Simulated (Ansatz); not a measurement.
Zinc-blende AlSb, treated with r²SCAN+SOC in Ansatz (plane waves, PAW).

Settings: plane-wave cutoff 560 eV, 10×10×10 k mesh, Fermi–Dirac smearing 0.01 eV, PAW data made under PBE.

Pressure at four volumes; x = ln(V/29.456 Å³). One pressure is withheld.

```json
[
 {"V (Å³/atom)": "27.689", "x": "-0.0619", "P (GPa)": "3.94"},
 {"V (Å³/atom)": "29.456", "x": "0.0000", "P (GPa)": "0.00"},
 {"V (Å³/atom)": "30.634", "x": "0.0392", "P (GPa)": "-2.00"},
 {"V (Å³/atom)": "31.224", "x": "0.0583", "P (GPa)": "?"}
]
```

Pass a parabola P(x) through the three rows shown, estimate the bulk modulus and its pressure derivative near zero pressure, and predict the withheld pressure.

Slopes between the rows: (0.00 − (3.94))/(0.0000 − (-0.0619)) = -63.65 and (-2.00 − (0.00))/(0.0392 − (0.0000)) = -51.02 GPa. Their difference over the span 0.1011 is c = 12.63/0.1011 = 124.9 GPa, so P(x) = 3.94 + (-63.65)(x − (-0.0619)) + 124.9 (x − (-0.0619))(x − (0.0000)). At the middle row B = −dP/dx = −[-63.65 + 124.9 × 0.0619] = 55.9 GPa, and B′ = dB/dP = 2c/B = 4.5. At x = 0.0583 the parabola gives -2.84 GPa; the run gives -2.85 GPa. The Birch–Murnaghan fit to the energies at all volumes has B0 = 55.6 GPa and B′ = 4.4.

Measured, for comparison: bulk modulus 58.2 GPa (temperature not stated, no zero-point or thermal correction; as tabulated in Toher et al. (2017), arXiv:1611.05714). Computed (rounded) less measured: bulk modulus -4 %.

Ansatz is a first-principles code.
